Q. I measure L edges of fourth-period elements and have been handed this Dirac-Fock breakdown of the L2 binding energy of free 3+ ions. Which part carries the energy, and do the parts add up?

L2 (2p1/2) binding energies of free 3+ ions, from the vacuum level, were computed with Radial Dirac-Fock and Kohn-Sham solver 2 by Dirac-Fock ΔSCF (average of configuration, finite nucleus, no correlation). They sum the Koopmans value, relaxation, first-order Breit and QED terms; retardation and vacuum polarisation are included but not printed.

```
species   Z  electrons      configuration  nuclear rms radius (fm)  binding energy (eV)  Koopmans value (eV)  ΔSCF less Koopmans (eV)  gaunt (eV)  breit frequency (eV)  self energy (eV)
    K3+  19         16       [Ne] 3s2 3p4                    3.435                349.2                357.9                  -8.4551    -0.27781           -0.00019044          0.021292
   Ca3+  20         17       [Ne] 3s2 3p5                    3.478                399.0                408.8                  -9.5180    -0.33976           -0.00025053          0.024834
   Sc3+  21         18       [Ne] 3s2 3p6                    3.546                452.2                463.1                  -10.499    -0.41001           -0.00032525          0.028760
   Ti3+  22         19           [Ar] 3d1                    3.592                510.6                523.2                  -12.131    -0.49962           -0.00036726          0.032731
    V3+  23         20           [Ar] 3d2                    3.600                572.3                586.5                  -13.689    -0.60059           -0.00041030          0.037055
   Cr3+  24         21           [Ar] 3d3                    3.645                637.3                653.1                  -15.196    -0.71373           -0.00045351          0.041741
   Mn3+  25         22           [Ar] 3d4                    3.706                705.6                723.0                  -16.667    -0.83981           -0.00049593          0.046793
   Fe3+  26         23           [Ar] 3d5                    3.738                777.4                796.3                  -18.111    -0.97965           -0.00053650          0.052216
   Co3+  27         24           [Ar] 3d6                    3.788                852.6                873.1                  -19.536     -1.1340           -0.00057406          0.058015
   Ni3+  28         25           [Ar] 3d7                    3.776                931.3                953.4                  -20.946     -1.3038           -0.00060736          0.064192
   Cu3+  29         26           [Ar] 3d8                    3.882               1013.5               1037.1                  -22.346     -1.4898           -0.00063506          0.070747
   Zn3+  30         27           [Ar] 3d9                    3.928               1099.3               1124.5                  -23.737     -1.6929           -0.00065575          0.077677
   Ga3+  31         28          [Ar] 3d10                    3.997               1188.7               1215.4                  -25.123     -1.9140           -0.00066796          0.084976
   Ge3+  32         29      [Ar] 3d10 4s1                    4.074               1294.7               1322.0                  -25.400     -2.1530           -0.00071337          0.097456
   As3+  33         30      [Ar] 3d10 4s2                    4.097               1406.2               1434.0                  -25.735     -2.4130           -0.00075230           0.11112
   Se3+  34         31  [Ar] 3d10 4s2 4p1                    4.140               1524.2               1552.7                  -26.194     -2.6933           -0.00087851           0.12166
   Br3+  35         32  [Ar] 3d10 4s2 4p2                    4.163               1647.6               1676.8                  -26.686     -2.9963            -0.0010586           0.13266
```

A. L2 is a hole in the 2p1/2 shell. Z is the nuclear charge, and each ion holds Z − 3 electrons in the stated configuration. The Koopmans value is minus the 2p1/2 orbital energy, the cost of removing the electron with all other orbitals frozen. ΔSCF takes the difference of two separately optimised total energies, with and without the hole, so "ΔSCF less Koopmans" is the relaxation energy. It is negative because the remaining electrons contract towards the less screened nucleus when their orbitals are set free, which lowers the energy of the ion with the hole. Gaunt is the magnetic interaction between moving electrons, Breit frequency is the correction for the finite energy of the exchanged photon, and self-energy is the QED shift from an electron's interaction with its own radiation field.

In every row the order of size is Koopmans, relaxation, Gaunt, self-energy, Breit frequency. Relaxation removes 2.4 % of the Koopmans value at K³⁺ and 1.6 % at Br³⁺, and Gaunt removes between 0.28 and 3.0 eV.

Two more terms of the same calculation enter the sum. Retardation, the part of the Breit interaction that comes from the finite speed of light, is positive and cancels about a tenth of Gaunt in the five ions checked, from +0.027 eV at K³⁺ to +0.324 eV at Br³⁺. Vacuum polarisation is a few thousandths of an eV. For Sc³⁺, with the finer Koopmans value of that run:

463.091 − 10.499 − 0.410 + 0.040 + 0.029 − 0.002 = 452.249 eV

The terms are Koopmans, relaxation, Gaunt, retardation, self-energy and vacuum polarisation, the frequency term being below the last digit. The run's binding energy is 452.249 eV. This closure is book-keeping and says nothing about accuracy.

Q. From K³⁺ to Br³⁺ the Koopmans value grows by a factor 4.69, but Z² only by 3.39. Why faster than Z²?

A. Because the electron feels a screened charge ζ = Z − s, and ζ grows proportionally faster than Z. For one electron in the field of a charge ζ the Dirac 2p1/2 binding energy is

E = mc² [1 − √((1 + √(1 − (ζα)²))/2)] ≈ (Ry ζ²/4) [1 + 5(ζα)²/16]

with α the fine-structure constant and Ry = 13.6 eV. Solving this for ζ in each row gives s = 8.75 at K³⁺ and 12.89 at Br³⁺. So ζ runs from 10.25 to 22.11, a factor 2.16, whose square is nearly the whole 4.69. The relativistic bracket adds less than one per cent at these ζ.

This s is defined by the energy and is not a count of inner electrons. Slater's rough, recalled constants for the two 1s electrons and the seven other n = 2 electrons give 4.15, but that number fixes the size of the orbital and not the cost of removing it. With ζ₀ = Z − 4.15 the frozen cost is (Ry/4)(ζ₀² − 7 × 2 × 0.35 ζ₀), because the seven partners gain attraction when the electron leaves. This puts the s of the neon core alone at about 6.8 for K³⁺ and 6.7 for Br³⁺. The outer electrons supply the remainder, about 1.9 and 6.2, and so nearly all the growth of s along the row. A simpler system shows how: a hollow sphere of charge. Inside it there is no field, but the potential is shifted by a constant, charge over radius. An outer electron at radius r therefore leaves the 2p orbital nearly unchanged and still lowers its binding energy by about 2 Ry a₀/r, with a₀ the Bohr radius, which is tens of eV for a radius near a₀. The picture holds to the extent that the outer orbital stays outside 2p. It ignores penetration and exchange, and it treats the spheres as rigid although they shrink as Z rises. The inverted s also absorbs relativistic effects that depend on the bare charge near the nucleus.

A Moseley line, ζ linear in Z by least squares over all 17 rows, gains 0.734 per proton and misses the Koopmans values by 11 eV rms, and by 31 eV at Br³⁺. Letting s grow by a separate amount for each kind of added electron (a constant and four slopes, least squares on s, all rows) gives 0.29 for 3p, 0.28 for 3d, 0.20 for 4s and 0.17 for 4p. The misfit drops to 0.64 eV rms, which is still well above the 0.05 eV rounding of the column, because the step in s is not constant within a shell.

Q. My eye catches on germanium. The binding energy rises by 89.4 eV from Zn³⁺ to Ga³⁺ and by 106.0 eV from Ga³⁺ to Ge³⁺. Is that relaxation?

A. Only a little of it, as the columns show. The step grows by 16.6 eV, of which 15.7 eV is in the Koopmans value, 1.1 eV in relaxation and −0.02 eV in Gaunt. These sum to 16.8 eV, and the difference is of the size of the rounding.

Some growth of the step is normal. If s rises by Δs per element, ζ rises by 1 − Δs, and the second difference of Ry ζ²/4 is

(Ry/2)(1 − Δs)²

With Δs = 0.282 for 3d this is 3.51 eV, and the mean over Cr³⁺ to Ga³⁺ in the table is 3.45 eV. Both come from the same column, so this shows only that the form is consistent. The excess at Ge³⁺ is then about 15.7 − 3.5 ≈ 12 eV.

The cause lies in where the added electron sits. Each step adds a proton and an electron. Up to Ga³⁺ the electron goes into 3d, a compact shell that by then overlaps 3s and 3p. At Ge³⁺ it goes into 4s, a much larger sphere whose potential at the core is smaller, so less of the new proton's pull is offset. The step in s falls from 0.286 to 0.196. A weaker version appears at Ti³⁺, where the Koopmans step grows by 5.8 eV against 3.4 eV just before, and the step in s falls from 0.297 to 0.269. The first 3d electron is more diffuse than the last 3p electron. As 3d contracts along the row the step in s climbs back to about 0.285.

The rule for a neighbouring case is that the binding energy of a core level takes a larger stride whenever the filling moves to a shell of larger radius. In neutral atoms of this row the breaks would sit elsewhere, since 4s fills at potassium and calcium, ahead of 3d, and all binding energies would be lower because three more outer electrons shift the potential.

Q. Relaxation grows by about 1.4 to 1.6 eV per element through the 3d ions and then nearly stalls. Why should it follow the configuration and not the binding energy?

A. Take one spectator electron in shell n that sees a charge Zᵢ and has the energy −Ry Zᵢ²/n². The hole removes a screening δ, so Zᵢ becomes Zᵢ + δ and the energy changes by

−Ry (2Zᵢδ + δ²)/n²

The term linear in δ is the expectation value of the extra attraction in the old orbital. It needs no change of orbital and is already inside the Koopmans value. The quadratic term is what the orbital gains by contracting:

relaxation ≈ −Ry Σ δᵢ²/nᵢ²

It does not contain Zᵢ. A tighter orbital feels the perturbation more strongly but is stiffer in proportion. In this hydrogenic picture relaxation counts electrons and ignores Z. That holds to leading order only. An orbital in a screened field is softer than a hydrogenic one and stiffens as Z rises, so the relaxation of a fixed configuration should shrink somewhat with each added proton.

An estimate needs no fit. Slater's constants, again rough and recalled, give δ = 0.35 for another n = 2 electron, 0.85 for 3s and 3p, and 1 for 3d, 4s and 4p. For Sc³⁺:

seven n = 2 electrons: 7 × 0.35² × 13.6/4 = 2.92 eV
eight 3s and 3p electrons: 8 × 0.85² × 13.6/9 = 8.74 eV

The total is 11.7 eV against 10.5 eV in the table, 11 % too large. The estimate is too large in every row, by 13 % of the table value at worst (Br³⁺). An overshoot is reasonable, since spectators that contract together repel each other more, which the independent sum leaves out.

Per added electron the model gives 1.09 eV for 3p, 1.51 eV for 3d and 0.85 eV for n = 4. The table's 3p steps are 1.06 and 0.98 eV. Its 3d steps fall steadily from 1.63 to 1.39 eV, so the first two exceed the value for δ = 1. A diffuse 3d orbital in a screened field is softer than a hydrogenic one, which argues for that sign. The table falls well short of the model at n = 4, where the 4s steps are 0.28 and 0.34 eV and the 4p steps 0.46 and 0.49 eV. It predicts the break but only part of its depth.

As a description, counting by shell is best. A constant and four slopes, by least squares on all rows, leave 0.09 eV rms, where a line in Z leaves 0.91 eV and a fixed fraction of Koopmans 2.59 eV. The unfitted estimate, at 1.77 eV rms, is worse than the line in Z, mostly through its offset and the n = 4 rows. Its merit is that, without a fit, it gives the overall size and the direction of both breaks.

Z and the electron number rise together here, so each step also contains any change in the response of shells already filled. My guess is that the full 3d shell stiffens once protons are added without 3d electrons, and that this loss hides part of what the n = 4 electron brings. The small steps would then say little against the estimate for the n = 4 electron itself, and a drift of the same sign would also sit inside the 3p and 3d steps, making their agreement with the model partly fortuitous. This series cannot test that. An isoelectronic series, one configuration with rising Z, would: the model predicts a constant relaxation there, and any drift would be the effect in question.

Q. What would change if I ionised another level, 1s, 2s or 2p3/2?

A. Every part of the binding energy changes, but in the relaxation estimate only the δ values and the count of spectators do, and the same runs allow a check. A 2s (L1) hole lies in the same shell, and its relaxation shows the same breaks: steps of −1.58 eV into Ti³⁺ and −0.26 eV into Ge³⁺, against −1.63 and −0.28 eV for L2. A 2p3/2 (L3) hole is closer still, with −25.02 eV at Ge³⁺ against −25.40 eV.

A 1s hole lies inside the n = 2 shell, whose eight electrons now lose a screening of about 0.85 in place of 0.35. For Sc³⁺ they give 8 × 0.85² × 13.6/4 = 19.7 eV. The eight n = 3 electrons with δ = 1 give 8 × 1.51 = 12.1 eV, and the other 1s electron with a recalled δ of 0.30 gives 1.2 eV. The sum is 33.0 eV and the run gives 31.4 eV, so the model is 5 % high in this row. It accounts for the threefold increase over L2 and assigns most of the increase to the n = 2 shell. The run checks only the total, not this split between shells.

The steps add a finer point. Into Ti³⁺ the 1s step is −1.64 eV, equal to the L2 step within 0.01 eV, as it should be if the first 3d electron lies outside both holes. Into Sc³⁺ it is −1.33 against −0.98 eV, which fits a 3p electron that penetrates the n = 2 shell and is therefore only partly screened by a 2p electron. The agreement at Ti³⁺ should not be stretched, for at Cu³⁺, where another 3d electron is added, the two steps differ by 0.20 eV. Into Ge³⁺ they differ by 0.42 eV, so the break survives for the 1s hole in weaker form, from about −1.6 to −0.70 eV, and the difference cannot be assigned to the 4s electron alone.

Q. Gaunt grows elevenfold and lowers the binding, while self-energy grows sixfold and raises it. What sets those powers and signs?

A. Gaunt is a current-current interaction. Each electron's velocity over c scales as ζα and the inverse distance between them as ζ, so a pair contributes of order α²ζ³ in hartree. The term raises the total energy of an atom, and removing an electron removes part of it, hence the negative sign. A straight line through the cube root of the column against Z (least squares, all rows) gives (Z − 5.96)³ with 0.8 % rms error relative to the table and 2.7 % at K³⁺. A free power law, fitted on logarithms, gives Z^3.90 with 1.5 % rms. The two agree with each other, because a screened cube has the local exponent 3Z/(Z − s), which at Z = 27 is 81/21.04 = 3.85. An apparent fourth power here is no evidence against cubic scaling. The column also has a small kink at Ti³⁺, a second difference of −0.019 eV between −0.008 and −0.011 eV, and none at Ge³⁺. It coincides with the first 3d electron, and its cause is untested.

Self-energy pushes an s level up, since the smeared electron feels less attraction at the nucleus. The 1s term of the same runs is accordingly negative, −10.95 eV at Br³⁺. For a p electron the difference between the two j levels comes, to leading order, from the anomalous magnetic moment. Spin-orbit coupling is proportional to g − 1, and g = 2 + α/π, so the fine-structure splitting widens by the fraction α/π = 0.00232. This term alone moves the 2p1/2 level down by two thirds of the widening and 2p3/2 up by one third. A Bethe-logarithm term of the same order lifts both levels and cancels in the difference, so the net descent of a lone 2p1/2 level is less than two thirds. For Ge³⁺ the run gives an L3 self-energy of 0.0252 eV and an L3 Koopmans value of 1289.7 eV:

(0.0975 − 0.0252)/(1322.0 − 1289.7) = 0.0723/32.3 = 0.00224

Sc³⁺ gives 0.00246 and Co³⁺ 0.00234. A QED model scaled from one-electron values may contain this ratio from the start, so the match is a consistency check and no test of the physics. It does indicate the power. The L2 − L3 difference follows the splitting, a screened fourth power, from 0.0117 eV at Sc³⁺ to 0.0723 eV at Ge³⁺, while the L3 term only moves from 0.0171 to 0.0252 eV, so the column as a whole rises more slowly, near Z³.

Two thirds of 0.0723 eV is 0.048 eV, an upper bound on the one-electron share and still only half of the L2 value at Ge³⁺, and the L3 term is positive where a lone 2p3/2 electron would give a negative one. A positive part common to both holes is therefore present. Theory argues that it belongs to the spectators: the hole draws the s electrons inward, their self-energy rises, and the final ion costs more. The step in the column jumps from 0.0073 eV into Ga³⁺ to 0.0125 eV into Ge³⁺. The L3 term, flat near 0.023 eV in Ni³⁺ and Cu³⁺, reaches 0.0252 eV at Ge³⁺, which points to the common part. It rises again to 0.0290 eV at As³⁺, where 4s fills, and then stops, with 0.0288 eV at Se³⁺ and 0.0281 eV at Br³⁺. The L2 steps stay above 0.010 eV there because the L2 − L3 difference keeps growing with the splitting, from 0.082 eV at As³⁺ to 0.105 eV at Br³⁺. That the new 4s electrons' own self-energy lifts the common part is a guess. The pattern fits it but does not prove it, since the L3 term also contains the 2p3/2 electron's own share.

Q. Which digits can I trust, and how close should my spectra come?

A. Within the model the totals are good to their rounding of 0.1 eV. The five or more figures of the small columns are useful for trends inside a column and have no weight in the total. The Breit frequency term is at most 0.0011 eV, and self-energy passes 0.1 eV only in the last three rows. The nuclear radius gives a coarse check of sensitivity to a setting, since only an effect above the rounding would show. It dips by 0.012 fm at Ni³⁺, yet the second differences of the binding energy from Fe³⁺ to Zn³⁺ stay between 3.4 and 3.6 eV, flat within the 0.2 eV that rounding allows. A 2p1/2 electron has very little density at the nucleus.

Against nature the limits are larger. Correlation is absent from the method. The ion with the hole has fewer electron pairs, so it loses pair correlation, which raises the binding energy, while coupling of the hole to Auger and Coster-Kronig continua shifts it further. As a rough, recalled size the net effect is of order 1 eV, which outweighs self-energy and retardation in every row and makes the units digit the uncertain one.

The open-shell rows are averages over a configuration, not Hund ground terms. The coupling of the 2p hole to open 3d electrons spreads real lines over several eV, again a rough, recalled size, and none of that is here. The smooth passage through Fe³⁺ (3d⁵), with relaxation steps of 1.47, 1.44 and 1.43 eV, is thus a property of the averaging and says nothing about half-filled shells. Only Sc³⁺, Ga³⁺ and As³⁺ start from closed shells and give a single hole level.

For a solid the numbers are no direct prediction. They refer to an isolated ion and the vacuum level. In a compound the neighbouring anions and the charge returned by covalent bonding act as additional charged spheres round the ion, the surroundings add their own relaxation, and the scale is tied to the Fermi level. Together these lower the binding energy by an amount of order tens of eV.
